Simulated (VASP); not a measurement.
# Bi: drag along a line

Bi, slab, 13 atoms in the cell. PBE, constrained relaxations along a path; PAW potentials Bi_d (PBE set).

Path: drag along a line, Bi hops from a hollow site to the next hollow site of Bi(100).

## Input

INCAR:
```
SYSTEM = Bi
  PREC = Normal
  ENCUT = 250
  EDIFF = 1E-6
  ISMEAR = 1
  SIGMA = 0.1
  LREAL = .FALSE.
  LASPH = .TRUE.
  NELM = 100
  ALGO = Normal
  LWAVE = .FALSE.
  LCHARG = .FALSE.
  IBRION = 2
  NSW = 60
  ISIF = 2
  EDIFFG = -0.03
  POTIM = 0.5
  KPAR = 2
```

KPOINTS:
```
k-points
0
Gamma
  2 2 1
```

POSCAR.step1:
```
Bi
1.0
    7.9257221272      0.0000000000      0.0000000000
    0.0000000000      7.9257221272      0.0000000000
    0.0000000000      0.0000000000     19.1328610636
Bi
13
Selective dynamics
Direct
    0.0000000000      0.0000000000      0.3135965907  F F F
    0.5000000000      0.0000000000      0.3135965907  F F F
    0.0000000000      0.5000000000      0.3135965907  F F F
    0.5000000000      0.5000000000      0.3135965907  F F F
    0.2500000000      0.2500000000      0.4171582340  T T T
    0.7500000000      0.2500000000      0.4171582340  T T T
    0.2500000000      0.7500000000      0.4171582340  T T T
    0.7500000000      0.7500000000      0.4171582340  T T T
    0.0000000000      0.0000000000      0.5207198772  T T T
    0.5000000000      0.0000000000      0.5207198772  T T T
    0.0000000000      0.5000000000      0.5207198772  T T T
    0.5000000000      0.5000000000      0.5207198772  T T T
    0.2500000000      0.2500000000      0.5834391953  F T T
```

POSCAR.step2:
```
Bi
1.0
    7.9257221272      0.0000000000      0.0000000000
    0.0000000000      7.9257221272      0.0000000000
    0.0000000000      0.0000000000     19.1328610636
Bi
13
Selective dynamics
Direct
    0.0000000000      0.0000000000      0.3135965907  F F F
    0.5000000000      0.0000000000      0.3135965907  F F F
    0.0000000000      0.5000000000      0.3135965907  F F F
    0.5000000000      0.5000000000      0.3135965907  F F F
    0.2500000000      0.2500000000      0.4171582340  T T T
    0.7500000000      0.2500000000      0.4171582340  T T T
    0.2500000000      0.7500000000      0.4171582340  T T T
    0.7500000000      0.7500000000      0.4171582340  T T T
    0.0000000000      0.0000000000      0.5207198772  T T T
    0.5000000000      0.0000000000      0.5207198772  T T T
    0.0000000000      0.5000000000      0.5207198772  T T T
    0.5000000000      0.5000000000      0.5207198772  T T T
    0.1500000000      0.2500000000      0.5834391953  F T T
```

POSCAR.step3:
```
Bi
1.0
    7.9257221272      0.0000000000      0.0000000000
    0.0000000000      7.9257221272      0.0000000000
    0.0000000000      0.0000000000     19.1328610636
Bi
13
Selective dynamics
Direct
    0.0000000000      0.0000000000      0.3135965907  F F F
    0.5000000000      0.0000000000      0.3135965907  F F F
    0.0000000000      0.5000000000      0.3135965907  F F F
    0.5000000000      0.5000000000      0.3135965907  F F F
    0.2500000000      0.2500000000      0.4171582340  T T T
    0.7500000000      0.2500000000      0.4171582340  T T T
    0.2500000000      0.7500000000      0.4171582340  T T T
    0.7500000000      0.7500000000      0.4171582340  T T T
    0.0000000000      0.0000000000      0.5207198772  T T T
    0.5000000000      0.0000000000      0.5207198772  T T T
    0.0000000000      0.5000000000      0.5207198772  T T T
    0.5000000000      0.5000000000      0.5207198772  T T T
    0.0750000000      0.2500000000      0.5834391953  F T T
```

POSCAR.step4:
```
Bi
1.0
    7.9257221272      0.0000000000      0.0000000000
    0.0000000000      7.9257221272      0.0000000000
    0.0000000000      0.0000000000     19.1328610636
Bi
13
Selective dynamics
Direct
    0.0000000000      0.0000000000      0.3135965907  F F F
    0.5000000000      0.0000000000      0.3135965907  F F F
    0.0000000000      0.5000000000      0.3135965907  F F F
    0.5000000000      0.5000000000      0.3135965907  F F F
    0.2500000000      0.2500000000      0.4171582340  T T T
    0.7500000000      0.2500000000      0.4171582340  T T T
    0.2500000000      0.7500000000      0.4171582340  T T T
    0.7500000000      0.7500000000      0.4171582340  T T T
    0.0000000000      0.0000000000      0.5207198772  T T T
    0.5000000000      0.0000000000      0.5207198772  T T T
    0.0000000000      0.5000000000      0.5207198772  T T T
    0.5000000000      0.5000000000      0.5207198772  T T T
    0.0000000000      0.2500000000      0.5834391953  F T T
```

POSCAR.step5:
```
Bi
1.0
    7.9257221272      0.0000000000      0.0000000000
    0.0000000000      7.9257221272      0.0000000000
    0.0000000000      0.0000000000     19.1328610636
Bi
13
Selective dynamics
Direct
    0.0000000000      0.0000000000      0.3135965907  F F F
    0.5000000000      0.0000000000      0.3135965907  F F F
    0.0000000000      0.5000000000      0.3135965907  F F F
    0.5000000000      0.5000000000      0.3135965907  F F F
    0.2500000000      0.2500000000      0.4171582340  T T T
    0.7500000000      0.2500000000      0.4171582340  T T T
    0.2500000000      0.7500000000      0.4171582340  T T T
    0.7500000000      0.7500000000      0.4171582340  T T T
    0.0000000000      0.0000000000      0.5207198772  T T T
    0.5000000000      0.0000000000      0.5207198772  T T T
    0.0000000000      0.5000000000      0.5207198772  T T T
    0.5000000000      0.5000000000      0.5207198772  T T T
   -0.0750000000      0.2500000000      0.5834391953  F T T
```

POSCAR.step6:
```
Bi
1.0
    7.9257221272      0.0000000000      0.0000000000
    0.0000000000      7.9257221272      0.0000000000
    0.0000000000      0.0000000000     19.1328610636
Bi
13
Selective dynamics
Direct
    0.0000000000      0.0000000000      0.3135965907  F F F
    0.5000000000      0.0000000000      0.3135965907  F F F
    0.0000000000      0.5000000000      0.3135965907  F F F
    0.5000000000      0.5000000000      0.3135965907  F F F
    0.2500000000      0.2500000000      0.4171582340  T T T
    0.7500000000      0.2500000000      0.4171582340  T T T
    0.2500000000      0.7500000000      0.4171582340  T T T
    0.7500000000      0.7500000000      0.4171582340  T T T
    0.0000000000      0.0000000000      0.5207198772  T T T
    0.5000000000      0.0000000000      0.5207198772  T T T
    0.0000000000      0.5000000000      0.5207198772  T T T
    0.5000000000      0.5000000000      0.5207198772  T T T
   -0.1500000000      0.2500000000      0.5834391953  F T T
```

POSCAR.step7:
```
Bi
1.0
    7.9257221272      0.0000000000      0.0000000000
    0.0000000000      7.9257221272      0.0000000000
    0.0000000000      0.0000000000     19.1328610636
Bi
13
Selective dynamics
Direct
    0.0000000000      0.0000000000      0.3135965907  F F F
    0.5000000000      0.0000000000      0.3135965907  F F F
    0.0000000000      0.5000000000      0.3135965907  F F F
    0.5000000000      0.5000000000      0.3135965907  F F F
    0.2500000000      0.2500000000      0.4171582340  T T T
    0.7500000000      0.2500000000      0.4171582340  T T T
    0.2500000000      0.7500000000      0.4171582340  T T T
    0.7500000000      0.7500000000      0.4171582340  T T T
    0.0000000000      0.0000000000      0.5207198772  T T T
    0.5000000000      0.0000000000      0.5207198772  T T T
    0.0000000000      0.5000000000      0.5207198772  T T T
    0.5000000000      0.5000000000      0.5207198772  T T T
   -0.2500000000      0.2500000000      0.5834391953  F T T
```

Commands (each step's output is kept before the next begins):
```
cat potpaw_PBE.64/Bi_d/POTCAR > POTCAR
cp POSCAR.step1 POSCAR
mpirun -np 8 vasp_std > vasp.out
cp POSCAR.step2 POSCAR
mpirun -np 8 vasp_std > vasp.out
cp POSCAR.step3 POSCAR
mpirun -np 8 vasp_std > vasp.out
cp POSCAR.step4 POSCAR
mpirun -np 8 vasp_std > vasp.out
cp POSCAR.step5 POSCAR
mpirun -np 8 vasp_std > vasp.out
cp POSCAR.step6 POSCAR
mpirun -np 8 vasp_std > vasp.out
cp POSCAR.step7 POSCAR
mpirun -np 8 vasp_std > vasp.out
```

## Result

- Barrier (eV): 0.062
- Ionic steps, all stages: 276
- Electronic steps, all stages: 3003

Energy along the pull:

| Share of the way | Energy above the start (eV) |
|---|---|
| 0 | 0.000 |
| 0.2 | -0.280 |
| 0.35 | -0.178 |
| 0.5 | 0.062 |
| 0.65 | -0.178 |
| 0.8 | -0.280 |
| 1 | -0.000 |

The slab is body-centred cubic Bi(100), which isn't the element's stable structure, in-plane cell 7.93 × 7.93 Å, with 2 × 2 k points.

Limits: the adatom repeats in each 2 x 2 surface cell, and the slab has three layers.

VASP 6.6.1 took 3930 s on 8 cores (AMD EPYC 7R13 (Zen 3)), a shared host.
